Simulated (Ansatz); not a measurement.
(111) slab cut from the bulk of BiTe, 15 Å of vacuum:

```xyz
6
Lattice="4.5979 0.0000 0.0000 -2.2989 3.9819 0.0000 0.0000 0.0000 24.3854" Properties=species:S:1:pos:R:3 pbc="T T T"
Te    0.0000    2.6546    7.5000
Bi    2.2989    1.3273    9.3771
Te    0.0000    0.0000   11.2542
Bi    0.0000    2.6546   13.1312
Te    2.2989    1.3273   15.0083
Bi    0.0000    0.0000   16.8854
```

The calculation used Ansatz, DFT PBE, scalar-relativistic, plane waves, PAW. Settings: cutoff 420 eV, Γ-centred mesh 9×9×1 on the computed 6-atom cell, Gaussian smearing of 0.10 eV; no spin polarisation. The cell repeats along c with a dipole correction in the vacuum.

This base run converges in 11 iterations with a largest force of 1.158 eV/Å and a work function of 4.17 eV on the top face.

One setting at a time is then changed, some of them on purpose to poor values; changes count from the base run, energies are extrapolated to zero smearing, γ keeps the base's bulk energy, atoms stay where they are, a change of functional drops any dispersion correction, and risky runs are capped at 50 to 100 iterations.

(1) What does each change do? occupations gaussian 0.5 eV; k mesh 2×2×1; functional r2SCAN (500 eV); mixing β = 0.9; field of -0.3 V/Å along c; vacuum of 5 Å; cutoff 300 eV; field of 0.6 V/Å along c.

Spin-orbit coupling is left out, which matters for the bands of heavy elements. In some of the runs (vacuum 5) charge leaks into the vacuum, so their work functions can be off.

## Answers

(1)
```csv
change,outcome,SCF iterations,ΔE (meV/atom),Δγ (J/m²),Δφ top (eV),largest force (eV/Å),largest change of a force (eV/Å)
occupations gaussian 0.5 eV,converged,8,-15.4,-0.040,+0.01,1.178,0.116
k mesh 2×2×1,converged,13,+102.9,+0.270,-0.11,1.420,0.630
functional r2SCAN (500 eV),converged with warnings,10,,,+0.11,1.253,0.164
mixing β = 0.9,converged,11,0.0,0.000,0.00,1.158,0.000
field of -0.3 V/Å along c,converged,13,-6.2,,,1.195,0.037
vacuum of 5 Å,converged with warnings,12,-2.1,-0.006,-0.86,1.175,0.059
cutoff 300 eV,converged with warnings,12,+74.1,,0.00,1.160,0.004
field of 0.6 V/Å along c,converged,12,-43.3,,,1.085,0.073
```

Cost: 9 runs of about 12 core-minutes in all, on Intel Xeon Processor @ 2.50GHz (Skylake/Cascade Lake) (shared hosts).